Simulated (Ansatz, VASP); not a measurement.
# Te in VASP and in Ansatz

```xyz
1
Lattice="-1.8872 1.8872 1.8872 1.8872 -1.8872 1.8872 1.8872 1.8872 -1.8872" Properties=species:S:1:pos:R:3 pbc="T T T"
Te    0.0000    0.0000    0.0000
```

Change from the starting cell: volume scaled by 0.9405, crystal datasets.

Alike in both runs: task electric field gradients; functional PBE; k mesh 14 × 14 × 14; occupations fermi-dirac, width 0.05 eV; no spin polarisation.

|  | VASP | Ansatz |
| --- | --- | --- |
| version | VASP 6.6.1 | Ansatz 0.2.0 |
| potentials or method | VASP PAW PBE potentials, release 64 (Te), cutoff 520 eV | all-electron PAW with datasets made for the crystal, scalar-relativistic |

Ansatz gave:

```
pressure (GPa)                                                 : 3.9
Vzz of the field gradient on the site that differs most (V/Å²) : 0.0
```

**Question.** What did VASP give for the same quantities?

**Answer.** Pressure (GPa): 3.8; Vzz of the field gradient on the site that differs most (V/Å²): 0.0.

Ansatz ran all-electron here, so the differences hold the error of VASP's frozen core and of both bases. Ansatz warned: «gradients_without_spin_orbit».

The runs have no spin-orbit coupling, so splittings on Te are missing.
